## Black phosphorus: levels at seven points of the zone

A level in a crystal depends on how the phase of the electron wave changes from one repeat unit to the next. Points a, b and c fix that phase change along the three cell edges: 0 means no change, 0.5 a reversal of sign. Level under 1 is the highest filled level at a point and level over 1 the lowest empty one, both counted in eV from the valence top. Points are called by their number in the column level point.

VASP 6.6.1 calculation with PBE, without dispersion correction, spin polarisation or spin-orbit coupling, for black phosphorus (Cmce, 4-atom cell) at a given, unrelaxed geometry. Recommended PAW PBE potentials, 520 eV cutoff, 8×8×6 k mesh, Gaussian smearing of width 0.014 eV. Levels are counted from the valence top.

```csv
point a (reciprocal cell vector),point b (reciprocal cell vector),point c (reciprocal cell vector),level point (row),level under 2 (eV),level under 1 (eV),level over 1 (eV),level over 2 (eV)
0.0000,0.0000,0.0000,1,-2.586,-1.226,0.561,1.004
0.5000,0.0000,0.0000,2,-2.667,-2.667,0.652,0.652
0.3750,0.3750,0.0000,3,-1.700,-0.931,0.660,0.740
0.5000,0.5000,0.0000,4,-1.597,0.000,0.110,0.767
0.0000,0.0000,0.3333,5,-2.909,-1.086,1.247,1.380
0.0000,0.0000,0.5000,6,-1.677,-1.677,1.421,1.421
0.1250,0.1250,0.5000,7,-2.446,-2.446,2.263,2.263
```

**1. Where is the gap, and what distinguishes that point?**

The gap is at point 4, where the highest filled level and the lowest empty level are only 0.110 eV apart. At point 1, the zone centre, the same separation is 1.787 eV.

Black phosphorus consists of puckered layers, and the primitive cell holds a piece of one layer. Adding a whole number to a coordinate changes nothing, so point 4 can also be written (0.5, −0.5, 0). In that form its meaning is plain: the wave repeats unchanged within each layer but reverses its sign from one layer to the next. Points 1 and 4 therefore differ only in how neighbouring layers are phased.

**2. Why does a change of sign between layers nearly close the gap?**

Begin with layers infinitely far apart. No layer feels its neighbour, the relative sign is irrelevant, and points 1 and 4 have the same levels. When the layers approach, their facing orbitals overlap, and the sign decides whether the contact is bonding or antibonding.

The states at the band edges of black phosphorus are known to be mainly p orbitals that point out of the layer. Suppose that a state has lobes of equal sign on the two outer faces of a layer. Equal copies in all layers then meet in a bonding way, while alternating copies meet in an antibonding way, so the level is higher at point 4. A state with opposite signs on its two faces does the reverse and is lower there.

The shifts fit the first description for the valence state and the second for the conduction state. From point 1 to point 4 the filled level rises by 1.226 eV and the empty level falls by 0.451 eV. Between these listed levels nearly three quarters of the closing lies on the valence side, but that share is not a ratio of couplings. The shifts are computed results; their assignment to orbital signs is the standard argument and assumes that the listed levels at the two points are the same states. For the empty level this is doubtful. Electrons in black phosphorus are known to be lighter than holes along the stacking direction, so the empty band climbs away from point 4 more steeply than the filled band falls. The state that forms the conduction edge at point 4 is therefore expected to lie above the lowest listed level at point 1, and its own fall to be larger than 0.451 eV.

**3. What would happen if the layers were pulled apart or pressed together?**

With coupling between nearest layers only, each level follows

E(φ) = E₀ + 2t cos φ,

where φ is the phase change from layer to layer, E₀ the level of a separate layer and t the coupling. The separation of the two levels then has the same form, S(φ) = A + B cos φ. Point 1 has φ = 0 and point 4 has φ = π, which gives

A = (1.787 + 0.110)/2 ≈ 0.95 eV, B = (1.787 − 0.110)/2 ≈ 0.84 eV.

In this model A is the separation that would remain without coupling, so well-separated layers should have a gap of the order of 1 eV. B is what the coupling adds at point 1 and removes at point 4. The gap of the crystal is the small difference A − B between two much larger quantities.

That makes it sensitive. If the coupling weakened by a tenth, B would fall by about 0.08 eV and the gap would grow by the same amount, most of its present size. Pressing the layers together should close it just as readily. These are rough estimates: the empty band is not expected to follow a single cosine between the two points, and a real change of spacing also alters the layers themselves.

**4. What would a 7×7×6 mesh report instead of 8×8×6?**

It would report too large a gap, because a mesh centred on point 1 with an odd number of divisions has no point at 0.5. The nearest it comes to point 4 is (3/7, −3/7, 0), where the phase from layer to layer is 6π/7 instead of π. The cosine there is −0.90, so

S ≈ 0.95 − 0.84 × 0.90 ≈ 0.19 eV.

A larger number of divisions alone is no protection: what counts is whether the mesh contains the point where the edges lie. The estimate rests on the cosine form, which points 1 and 4 were used to set up and therefore do not test. Because the empty band is expected to rise from point 4 more steeply than this cosine, 0.19 eV is probably too low, and the real overestimate on such a mesh larger. Even the 8×8×6 mesh can step over a slightly smaller gap between its points.

**5. Why do the levels at points 2, 6 and 7 come in equal pairs?**

Here the phase matters over half a repeat unit. The crystal has a screw axis along the third cell edge: half a turn followed by half a step maps the structure onto itself. Follow this screw by complex conjugation of the wave, which leaves the energy unchanged, and call the combined operation R. Applied twice, R is a full step along the edge, and where point c is 0.5 a full step multiplies the wave by −1.

Suppose that such a level had only one state ψ. Then Rψ could only be a number times ψ, say zψ. Because R includes conjugation, applying it twice would give |z|²ψ, which can never be −ψ. A second state of the same energy must exist. This covers points 6 and 7, and a reader can predict the same for any other point with c = 0.5.

At point 2 a mirror combined with a half step takes over the role of the screw. Carrying it out before or after inversion through a centre gives results of opposite sign, which again requires two states. These pairs are not spin-up and spin-down partners, since every listed level already holds both spins. The argument applies without spin-orbit coupling, as in this calculation.

The output below compares this rule with the two levels nearest the gap on each side at every point; its rows are labelled by point a and keep the order of the table. They are equal at the three points where symmetry demands it and distinct at the other four. The symmetry is built into the structure, so this agreement confirms how the points were read and is no separate test of the electronic method.

**6. Would a larger smearing width matter?**

Smearing replaces the sharp step between filled and empty levels by a gradual one. Its width must be judged against half the gap, the distance from mid-gap to either edge. With the width used here that distance is almost four widths, and the levels stay practically full or empty.

With a width of 0.1 eV, harmless for many materials, the distance would be only about half a width. Some electrons would then be moved across the gap at point 4 by the numerical setting alone. The other listed points would hardly notice, because their levels lie much farther apart.

**7. Which digits of the gap can be trusted?**

The third decimal is useful for comparing levels within this run, for example to recognise a pair. As a property of real black phosphorus, even the first decimal of the gap is uncertain. The measured gap is roughly 0.3 eV, well above the computed value.

Two errors are mixed in that difference, and they are expected to act in opposite directions. PBE usually gives gaps that are too small. The geometry is not relaxed either: each atom still feels a force of about 0.29 eV/Å, and the volume is some 8 % above a measured value of roughly 19 Å³ per atom. The layers lie about 5.5 Å apart against a measured 5.2 Å or so, and by the argument of question 3 this weakens the coupling and widens the gap. The error of PBE alone is thus expected to be larger than the difference suggests; at the measured cell its gap should shrink further or close. Relaxing the cell would not cure the geometry: the run still reports a compressive pressure of about 1.7 GPa, so PBE without dispersion would tend to expand the crystal further.



The position of the gap is on firmer ground. Among the listed points, the next-lowest empty level lies 0.451 eV above the one at point 4, and the next-highest filled level lies 0.931 eV below. A correction that moves all empty levels up by a similar amount would widen the gap and leave it at point 4.

The analysis program printed:

```
Separations in eV and pair rule (1 means pairs forced):
    row  valence to conduction  upper two valence  lower two conduction  pairs forced
    0.0                  1.787               1.36                 0.443             0
    0.5                  3.319                  0                     0             1
  0.375                  1.591              0.769                  0.08             0
    0.5                   0.11              1.597                 0.657             0
    0.0                  2.333              1.823                 0.133             0
    0.0                  3.098                  0                     0             1
  0.125                  4.709                  0                     0             1
Valence rise from point 1 to point 4 in eV: 1.226
Conduction fall from point 1 to point 4 in eV: 0.451
Total closing from point 1 to point 4 in eV: 1.677
Share of the valence level in the closing in percent: 73.11
Separation at point 3 less that at point 4 in eV: 1.481
Valence level at point 5 less that at point 1 in eV: 0.14
Conduction level at point 5 less that at point 1 in eV: 0.686
Rough model gap on a 7x7x6 mesh in eV: 0.193
Half gap over the smearing width used: 3.929
Half gap over a smearing width of 0.1 eV: 0.55
Rough measured gap less computed gap in eV: 0.19
Rough factor in thermal carriers at 300 K from that difference: 39.44
Volume above the rough measured one in percent: 7.684
Force on each atom in eV per angstrom: 0.2866
```
